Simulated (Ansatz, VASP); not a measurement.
**ScAl3: VASP beside Ansatz**

```
CELL_PARAMETERS angstrom
4.08781 0.00000 0.00000
0.00000 4.08781 0.00000
0.00000 0.00000 4.08781
ATOMIC_POSITIONS crystal
Sc 0.00000 0.00000 0.00000
Al 0.50000 0.00000 0.50000
Al 0.00000 0.50000 0.50000
Al 0.50000 0.50000 0.00000
```

Alike in both runs: task single point; functional PBE; k mesh 4 × 4 × 4; occupations gaussian, width 0.1 eV; no spin polarisation.

|  | VASP | Ansatz |
| --- | --- | --- |
| version | VASP 6.6.1 | Ansatz 0.2.0 |
| potentials or method | VASP PAW PBE potentials, release 64 (Sc_sv, Al) | scalar-relativistic, plane waves, PAW |
| plane-wave cutoff (eV) | 520 | 420 |
| valence electrons in the cell | 20 | 20 |

|  | VASP | Ansatz | Ansatz less VASP |
| --- | --- | --- | --- |
| gap on the k mesh at the Fermi level (eV) | none | none | - |
| pressure (GPa) | 1.4 | 1.3 | -0.02 |

A gap of «none» marks a metal or a gap that the smearing closes.

Caveats: the k mesh is coarse (spacing up to 0.38 Å⁻¹), so the values aren't converged.
